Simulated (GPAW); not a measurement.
# NiO (Fm-3m) in GPAW: a series of runs

One crystal, NiO, is run at these levels: PBE+U; tasks: single point, dielectric tensor.

Everything below comes from runs of GPAW 26.7.0. Logs are shortened: lines on timing, memory, paths and dates and some standing lists are left out, and cuts for length are marked. The log counts tension as positive stress, the text compression.

### 1 The structure

Symmetry: Fm-3m, No. 225, cubic system. The conventional cell has a = 4.172 Å, b = 4.172 Å, c = 4.172 Å, α = 90.00°, β = 90.00°, γ = 90.00°. Ni (site symmetry m-3m) has 6 O at 2.09 Å as nearest neighbours. O (site symmetry m-3m) is surrounded by 6 Ni at 2.09 Å.

### 2 Single point, PBE+U, collinear spin, ferromagnetic start

Contents of run.py:

```python
import spglib
from ase import Atoms
from ase.dft.bandgap import bandgap
from ase.io import read, write
from ase.units import GPa
from gpaw import GPAW, PW

atoms = read('NiO.cif')
cell, positions, numbers = spglib.find_primitive(
    (atoms.cell[:], atoms.get_scaled_positions(), atoms.numbers), symprec=1e-4)
atoms = Atoms(numbers, cell=cell, scaled_positions=positions, pbc=True)
atoms.set_initial_magnetic_moments([1.0, 0.0])

calc = GPAW(mode=PW(650),
            xc='PBE',
            kpts={'size': (9, 9, 9), 'gamma': True},
            occupations={'name': 'fermi-dirac', 'width': 0.05},
            setups={'Ni': ':d,5.0'},
            nbands=22,
            convergence={'density': 1e-05, 'energy': 1e-05},
            maxiter=80,
            txt='gpaw.txt')
atoms.calc = calc
energy = atoms.get_potential_energy()
forces = atoms.get_forces()
stress = atoms.get_stress()
calc.write('gs.gpw')
write('result.traj', atoms)
print(f'Energy: {energy:.6f} eV')
print('Forces (eV/A):')
print(forces.round(4))
print('Stress (GPa):', (stress / GPa).round(3))
print('Moments:', calc.get_magnetic_moments().round(3))
print('Fermi level:', round(calc.get_fermi_level(), 4), 'eV')
print(f'Gap: {bandgap(calc)[0]:.4f} eV, direct: {bandgap(calc, direct=True)[0]:.4f} eV')
```

Contents of NiO.cif:

```cif
data_NiO
_cell_length_a 4.17180328
_cell_length_b 4.17180328
_cell_length_c 4.17180328
_cell_angle_alpha 90.00000000
_cell_angle_beta 90.00000000
_cell_angle_gamma 90.00000000
_space_group_name_H-M_alt 'Fm-3m'
_space_group_name_Hall '-F 4 2 3'
_space_group_IT_number 225
loop_
_space_group_symop_operation_xyz
'x,y,z'
'-x,-y,-z'
'-y,x,z'
'y,-x,-z'
'-x,-y,z'
'x,y,-z'
'y,-x,z'
'-y,x,-z'
'x,-y,-z'
'-x,y,z'
'-y,-x,-z'
'y,x,z'
'-x,y,-z'
'x,-y,z'
'y,x,-z'
'-y,-x,z'
'z,x,y'
'-z,-x,-y'
'z,-y,x'
'-z,y,-x'
'z,-x,-y'
'-z,x,y'
'z,y,-x'
'-z,-y,x'
'-z,x,-y'
'z,-x,y'
'-z,-y,-x'
'z,y,x'
'-z,-x,y'
'z,x,-y'
'-z,y,x'
'z,-y,-x'
'y,z,x'
'-y,-z,-x'
'x,z,-y'
'-x,-z,y'
'-y,z,-x'
'y,-z,x'
'-x,z,y'
'x,-z,-y'
'-y,-z,x'
'y,z,-x'
'-x,-z,-y'
'x,z,y'
'y,-z,-x'
'-y,z,x'
'x,-z,y'
'-x,z,-y'
'x,y+1/2,z+1/2'
'-x,-y+1/2,-z+1/2'
'-y,x+1/2,z+1/2'
'y,-x+1/2,-z+1/2'
[... 63 lines left out ...]
'-z+1/2,y,-x+1/2'
'z+1/2,-x,-y+1/2'
'-z+1/2,x,y+1/2'
'z+1/2,y,-x+1/2'
'-z+1/2,-y,x+1/2'
'-z+1/2,x,-y+1/2'
'z+1/2,-x,y+1/2'
'-z+1/2,-y,-x+1/2'
'z+1/2,y,x+1/2'
'-z+1/2,-x,y+1/2'
'z+1/2,x,-y+1/2'
'-z+1/2,y,x+1/2'
'z+1/2,-y,-x+1/2'
'y+1/2,z,x+1/2'
'-y+1/2,-z,-x+1/2'
'x+1/2,z,-y+1/2'
'-x+1/2,-z,y+1/2'
'-y+1/2,z,-x+1/2'
'y+1/2,-z,x+1/2'
'-x+1/2,z,y+1/2'
'x+1/2,-z,-y+1/2'
'-y+1/2,-z,x+1/2'
'y+1/2,z,-x+1/2'
'-x+1/2,-z,-y+1/2'
'x+1/2,z,y+1/2'
'y+1/2,-z,-x+1/2'
'-y+1/2,z,x+1/2'
'x+1/2,-z,y+1/2'
'-x+1/2,z,-y+1/2'
'x+1/2,y+1/2,z'
'-x+1/2,-y+1/2,-z'
'-y+1/2,x+1/2,z'
'y+1/2,-x+1/2,-z'
'-x+1/2,-y+1/2,z'
'x+1/2,y+1/2,-z'
'y+1/2,-x+1/2,z'
'-y+1/2,x+1/2,-z'
'x+1/2,-y+1/2,-z'
'-x+1/2,y+1/2,z'
'-y+1/2,-x+1/2,-z'
'y+1/2,x+1/2,z'
'-x+1/2,y+1/2,-z'
'x+1/2,-y+1/2,z'
'y+1/2,x+1/2,-z'
'-y+1/2,-x+1/2,z'
'z+1/2,x+1/2,y'
'-z+1/2,-x+1/2,-y'
'z+1/2,-y+1/2,x'
'-z+1/2,y+1/2,-x'
'z+1/2,-x+1/2,-y'
'-z+1/2,x+1/2,y'
'z+1/2,y+1/2,-x'
'-z+1/2,-y+1/2,x'
'-z+1/2,x+1/2,-y'
'z+1/2,-x+1/2,y'
'-z+1/2,-y+1/2,-x'
'z+1/2,y+1/2,x'
'-z+1/2,-x+1/2,y'
'z+1/2,x+1/2,-y'
'-z+1/2,y+1/2,x'
'z+1/2,-y+1/2,-x'
'y+1/2,z+1/2,x'
'-y+1/2,-z+1/2,-x'
'x+1/2,z+1/2,-y'
'-x+1/2,-z+1/2,y'
'-y+1/2,z+1/2,-x'
'y+1/2,-z+1/2,x'
'-x+1/2,z+1/2,y'
'x+1/2,-z+1/2,-y'
'-y+1/2,-z+1/2,x'
'y+1/2,z+1/2,-x'
'-x+1/2,-z+1/2,-y'
'x+1/2,z+1/2,y'
'y+1/2,-z+1/2,-x'
'-y+1/2,z+1/2,x'
'x+1/2,-z+1/2,y'
'-x+1/2,z+1/2,-y'
loop_
_atom_site_label
_atom_site_type_symbol
_atom_site_symmetry_multiplicity
_atom_site_Wyckoff_symbol
_atom_site_fract_x
_atom_site_fract_y
_atom_site_fract_z
_atom_site_occupancy
Ni1 Ni 4 a 0.0000000000 0.0000000000 0.0000000000 1
O1 O 4 b 0.5000000000 0.0000000000 0.0000000000 1
```

Potentials or basis: GPAW PAW data sets (gpaw-data 1.2.1), pw.

On the command line:

```sh
$ OMP_NUM_THREADS=1 python run.py
```

gpaw.txt:

```text
__  _  _
 | _ |_)|_||  |
 |__||  | ||/\| - 26.7.0

Input parameters:
  mode=PW(ecut=650.0),
  convergence={'density': 1e-05, 'energy': 1e-05},
  kpts=MonkhorstPack(size=(9, 9, 9), gamma=True),
  maxiter=80,
  nbands=22,
  occupations=Occupations(name='fermi-dirac', width=0.05),
  setups={'Ni': ':d,5.0'},
  xc=XC(name='PBE')

Diagonalizing LCAO Hamiltonian
Converting LCAO to pw mode

              O

       Ni

Atoms  # Å, Bohr magnetons
|   | symbol |        x |        y |        z |    initial magnetic moments |
|---|--------|----------|----------|----------|-----------------------------|
| 0 |     Ni | 0.000000 | 0.000000 | 0.000000 | ( 0.0000,  0.0000,  1.0000) |
| 1 |      O | 2.085902 | 2.085902 | 2.085902 | ( 0.0000,  0.0000,  0.0000) |

Unit cell  # Å
| periodic |        x |        y |        z |  lengths |    angles |
|----------|----------|----------|----------|----------|-----------|
|      yes | 0.000000 | 2.085902 | 2.085902 | 2.949910 | 60.000000 |
|      yes | 2.085902 | 0.000000 | 2.085902 | 2.949910 | 60.000000 |
|      yes | 2.085902 | 2.085902 | 0.000000 | 2.949910 | 60.000000 |

Number of symmetries: 48
Symmetry operations  # r_c * U_cc + t_c -> r_c
|    | kind |            matrix            |
|----|------|------------------------------|
|  0 |  σ   |  1, 0, 0,  1, 0,-1,  1,-1, 0 |
|  1 |  C2  |  1, 0, 0,  1,-1, 0,  1, 0,-1 |
|  2 |  E   |  1, 0, 0,  0, 1, 0,  0, 0, 1 |
|  3 |  σ   |  1, 0, 0,  0, 0, 1,  0, 1, 0 |
|  4 |  C4  |  1, 0,-1,  1, 0, 0,  1,-1, 0 |
|  5 |  S6  |  1, 0,-1,  1,-1, 0,  1, 0, 0 |
|  6 |  σ   |  1, 0,-1,  0, 1,-1,  0, 0,-1 |
|  7 |  C3  |  1, 0,-1,  0, 0,-1,  0, 1,-1 |
|  8 |  S6  |  1,-1, 0,  1, 0, 0,  1, 0,-1 |
|  9 |  C4  |  1,-1, 0,  1, 0,-1,  1, 0, 0 |
| 10 |  C3  |  1,-1, 0,  0,-1, 1,  0,-1, 0 |
| 11 |  σ   |  1,-1, 0,  0,-1, 0,  0,-1, 1 |
| 12 |  σ   |  0, 1, 0,  1, 0, 0,  0, 0, 1 |
| 13 |  C4  |  0, 1, 0,  0, 1,-1, -1, 1, 0 |
| 14 |  C3  |  0, 1, 0,  0, 0, 1,  1, 0, 0 |
| 15 |  S6  |  0, 1, 0, -1, 1, 0,  0, 1,-1 |
| 16 |  C2  |  0, 1,-1,  1, 0,-1,  0, 0,-1 |
| 17 |  σ   |  0, 1,-1,  0, 1, 0, -1, 1, 0 |
| 18 |  S4  |  0, 1,-1,  0, 0,-1,  1, 0,-1 |
| 19 |  C4  |  0, 1,-1, -1, 1, 0,  0, 1, 0 |
| 20 |  C3  |  0, 0, 1,  1, 0, 0,  0, 1, 0 |
| 21 |  σ   |  0, 0, 1,  0, 1, 0,  1, 0, 0 |
| 22 |  S6  |  0, 0, 1,  0,-1, 1, -1, 0, 1 |
| 23 |  C4  |  0, 0, 1, -1, 0, 1,  0,-1, 1 |
| 24 |  S4  |  0, 0,-1,  1, 0,-1,  0, 1,-1 |
| 25 |  C3  |  0, 0,-1,  0, 1,-1,  1, 0,-1 |
| 26 |  C2  |  0, 0,-1,  0,-1, 0, -1, 0, 0 |
| 27 |  S6  |  0, 0,-1, -1, 0, 0,  0,-1, 0 |
| 28 |  S4  |  0,-1, 1,  1,-1, 0,  0,-1, 0 |
| 29 |  C4  |  0,-1, 1,  0, 0, 1, -1, 0, 1 |
| 30 |  C2  |  0,-1, 1,  0,-1, 0,  1,-1, 0 |
| 31 |  σ   |  0,-1, 1, -1, 0, 1,  0, 0, 1 |
| 32 |  C3  |  0,-1, 0,  1,-1, 0,  0,-1, 1 |
| 33 |  S6  |  0,-1, 0,  0, 0,-1, -1, 0, 0 |
| 34 |  S4  |  0,-1, 0,  0,-1, 1,  1,-1, 0 |
| 35 |  C2  |  0,-1, 0, -1, 0, 0,  0, 0,-1 |
| 36 |  C2  | -1, 1, 0,  0, 1, 0,  0, 1,-1 |
| 37 |  S6  | -1, 1, 0,  0, 1,-1,  0, 1, 0 |
| 38 |  S4  | -1, 1, 0, -1, 0, 1, -1, 0, 0 |
| 39 |  C3  | -1, 1, 0, -1, 0, 0, -1, 0, 1 |
| 40 |  S6  | -1, 0, 1,  0, 0, 1,  0,-1, 1 |
| 41 |  C2  | -1, 0, 1,  0,-1, 1,  0, 0, 1 |
| 42 |  C3  | -1, 0, 1, -1, 1, 0, -1, 0, 0 |
| 43 |  S4  | -1, 0, 1, -1, 0, 0, -1, 1, 0 |
| 44 |  C2  | -1, 0, 0,  0, 0,-1,  0,-1, 0 |
| 45 |  i   | -1, 0, 0,  0,-1, 0,  0, 0,-1 |
| 46 |  σ   | -1, 0, 0, -1, 1, 0, -1, 0, 1 |
| 47 |  C2  | -1, 0, 0, -1, 0, 1, -1, 1, 0 |

BZ-sampling:
  Number of BZ points: 729
  Number of IBZ points: 35

  Monkhorst-Pack size: [9, 9, 9]
  Monkhorst-Pack shift: [0, 0, 0]

K-points  # in reciprocal-cell coordinates
|     |                                coordinates |     weight |
|-----|--------------------------------------------|------------|
|   0 | (  0.00000000,   0.00000000,   0.00000000) | 0.00137174 |
|   1 | (  0.11111111,   0.11111111,   0.00000000) | 0.00823045 |
|   2 | (  0.11111111,   0.11111111,   0.11111111) | 0.01097394 |
|   3 | (  0.22222222,   0.11111111,   0.11111111) | 0.01646091 |
|   4 | (  0.22222222,   0.22222222,   0.00000000) | 0.00823045 |
|   5 | (  0.22222222,   0.22222222,   0.11111111) | 0.03292181 |
|   6 | (  0.22222222,   0.22222222,   0.22222222) | 0.01097394 |
|   7 | (  0.33333333,   0.22222222,   0.11111111) | 0.03292181 |
|   8 | (  0.33333333,   0.22222222,   0.22222222) | 0.03292181 |
|   9 | (  0.33333333,   0.33333333,  -0.33333333) | 0.01646091 |
| ... |                                            |            |
|  34 | (  0.44444444,   0.44444444,   0.44444444) | 0.01097394 |

Plane wave coefficients: 701
Cutoff: 650.0 eV

Spin-components: 2 (collinear spins)
Bands:           22
Projectors:      11
Spin-degeneracy: 1
Datatype:        complex128

Density:
  Valence electrons: 22.0
  Components: 2
  Grid points: [18 18 18]
  Charge: 0.0  # |e|

Potential:
  Grid points: [18 18 18]

species:
  Ni:
    name:    Nickel
    Z:       28.0
    valence: 16
    core:    12
    charge:  0.0  # [|e|]
    Hubbard: {U: 5.0,  # eV
              l: 2,
              scale: True}
    compensation charges:
      type: gauss
      rc: 0.36  # [Å]
      lmax: 2
    cutoffs:
      filter: 2.14  # [Å]
      core: 1.98  # [Å]
    projectors
    | kind |    occ | energy [eV] | rcut [Å] |
    |------|--------|-------------|----------|
    |   4s |  2.000 |      -5.642 |    1.164 |
    |   3p |  6.000 |     -71.394 |    1.207 |
    |   4p |  0.000 |      -1.226 |    1.207 |
    |   3d |  8.000 |      -8.875 |    1.138 |
    |    s |        |      21.570 |    1.164 |
    |    d |        |      18.337 |    1.138 |

    Using partial waves for Ni as LCAO basis

  O:
    name:    Oxygen
    Z:       8.0
    valence: 6
    core:    2
    charge:  0.0  # [|e|]
    compensation charges:
      type: gauss
      rc: 0.21  # [Å]
      lmax: 2
    cutoffs:
      filter: 1.17  # [Å]
      core: 0.83  # [Å]
    projectors
    | kind |    occ | energy [eV] | rcut [Å] |
    |------|--------|-------------|----------|
    |   2s |  2.000 |     -23.961 |    0.688 |
    |   2p |  4.000 |      -9.029 |    0.598 |
    |    s |        |       3.251 |    0.688 |
    |    p |        |      18.182 |    0.598 |
    |    d |        |       0.000 |    0.619 |

    Using partial waves for O as LCAO basis

Reference energy: -43408.850748  # eV

eigensolver:
  PPCG
  Converge bands: occupied
  niter=2

density mixing:
  MSR1-Mixer
  Pratt-step length: 0.05
  Maximum mixing coefficient: 0.75
  Old densities: 10
  SVD Regularization: 0.005
  Good broyden scale: 1.0
  Trust region scale: 1.0
  Backstep threshold: 4.0
  History deletion threshold: 6.0
  Fourier metric: weight=20.0, sigma=0.015

occupation numbers:
  Fermi-Dirac:
    width: 0.0500  # eV

poisson solver:
  ecut: 5200.0  # eV

xc functional:
  name: PBE with 2 nearest neighbor stencil

convergence criteria:
- Maximum integral of absolute [dens]ity change: 1e-05 electrons / valence electron
- Maximum [total energy] change in last 3 cyles: 1e-05 eV / valence electron
- Maximum integral of absolute [eigenst]ate change: 4e-08 eV^2 / valence electron
maximum number of iterations: 80

SCF iterations
|iter     | |      energy | eigst |  dens |  magmom |
|---------|-|-------------|-------|-------|---------|
|iter:   1| |  -10.665769 | -0.04 |       |  +1.0004|
|iter:   2| |  -10.636637 | -2.53 | -1.10 |  +1.0108|
|iter:   3| |  -11.869043 | -1.96 | -1.12 |  +1.3455|
|iter:   4| |  -12.468891 | -2.87 | -1.33 |  +1.6559|
|iter:   5| |  -12.644359 | -2.76 | -1.47 |  +1.8721|
|iter:   6| |  -12.708189 | -3.36 | -1.90 |  +2.0558|
|iter:   7| |  -12.709190 | -4.28 | -2.43 |  +1.9792|
|iter:   8| |  -12.710324 | -4.79 | -2.54 |  +1.9955|
|iter:   9| |  -12.710347 | -6.23 | -3.35 |  +1.9991|
|iter:  10| |  -12.710348c| -7.58c| -3.86 |  +2.0001|
|iter:  11| |  -12.710348c| -8.15c| -4.19 |  +2.0000|
|iter:  12| |  -12.710348c| -8.21c| -5.01c|  +2.0000|

Converged in 12 steps
Energy contributions relative to reference atoms: (reference = -43408.850748)

Energy contributions:
  Kinetic:          36.033541
  Coulomb:         -30.041160
  Zero:              0.181748
  External:          0.000000
  Xc:              -18.884477
  Entropy:          -0.000000
  Spinorbit:         0.000000
  ----------------------------
  Free energy:     -12.710348
  Extrapolated:    -12.710348

dipole moment: (-8.403489, -8.403489, -8.403489)  # |e|*Ang

Total magnetic moment: (0.000000, 0.000000, 2.000004)

Local magnetic moments
|        x |        y |        z |
|----------|----------|----------|
| 0.000000 | 0.000000 | 1.784307 |  # Ni   0
| 0.000000 | 0.000000 | 0.152473 |  # O    1

Fermi level: 8.436
Eigenvalues  # (at kpt = [0.000, 0.000, 0.000])
| band index |      eig [eV] | occ [0-1] |      eig [eV] | occ [0-1] |
|------------|---------------|-----------|---------------|-----------|
|          0 |       -56.891 |     1.000 |       -54.690 |     1.000 |
|        ... |               |           |               |           |
|          3 |       -11.949 |     1.000 |       -11.626 |     1.000 |
|          4 |         1.890 |     1.000 |         3.894 |     1.000 |
|          5 |         1.890 |     1.000 |         3.894 |     1.000 |
|          6 |         2.861 |     1.000 |         3.894 |     1.000 |
|          7 |         2.861 |     1.000 |         5.883 |     1.000 |
|          8 |         2.861 |     1.000 |         5.883 |     1.000 |
[... 8 lines left out ...]
|         17 |        30.022 |     0.000 |        30.629 |     0.000 |
|         18 |        30.022 |     0.000 |        30.629 |     0.000 |
|        ... |               |           |               |           |
|         21 |        32.654 |     0.000 |        35.263 |     0.000 |

Gap: 2.261 eV
Transition (v -> c):
  (s=0, k=34, n=11, [0.44, 0.44, 0.44]) -> (s=0, k=0, n=12, [0.00, 0.00, 0.00])
Direct/indirect transitions are different
Direct gap: 3.039 eV
Transition at: (s=0->1, k=18, n=11, [0.44, 0.22, 0.22])

Forces  # eV/Ang
|        x |       y |        z |
|----------|---------|----------|
| -0.00000 | 0.00000 | -0.00000 |  # Ni   0
| -0.00000 | 0.00000 |  0.00000 |  # O    1

Stress tensor  # eV/Ang^3
|         x |         y |         z |
|-----------|-----------|-----------|
| -0.075957 | -0.000000 | -0.000000 |
| -0.000000 | -0.075957 | -0.000000 |
| -0.000000 | -0.000000 | -0.075957 |

# Writing to gs.gpw (mode='')
```

It took 35 s on 1 thread of Arm Neoverse V1, shared host; peak memory 0.16 GiB.

What came out:

```yaml
Free_energy: -12.7103 eV
Pressure: 12.2 GPa
Band_gap_on_the_k_mesh: 2.26 eV, indirect (least direct gap 3.04 eV)
Net_moment: 2.00 μB per cell
Site_moments: Ni +1.78; O +0.15 μB
```

Levels at points of the mesh, in eV from the valence-band top:
Spin up:
```csv
k point,band 9,band 10,band 11,band 12,band 13,band 14,band 15,band 16
"(0.00, 0.00, 0.00)",-4.55,-1.90,-1.90,-1.90,2.26,18.41,18.75,18.75
```
Spin down:
| k point | band 7 | band 8 | band 9 | band 10 | band 11 | band 12 | band 13 | band 14 |
| --- | --- | --- | --- | --- | --- | --- | --- | --- |
| (0.00, 0.00, 0.00) | -3.52 | -1.53 | -1.53 | -1.53 | 2.31 | 2.31 | 2.61 | 18.33 |

Caveat: the cutoff is short for stress and forces, so pressures can be off by a GPa or more; the stock nickel data set gives pressures a few GPa off other programs; an odd mesh through Γ misses points on the zone boundary, where band edges often lie; a cell with one magnetic atom can't hold antiferromagnetic order, which such compounds often take.

(Part 1 of 2 ends here.)
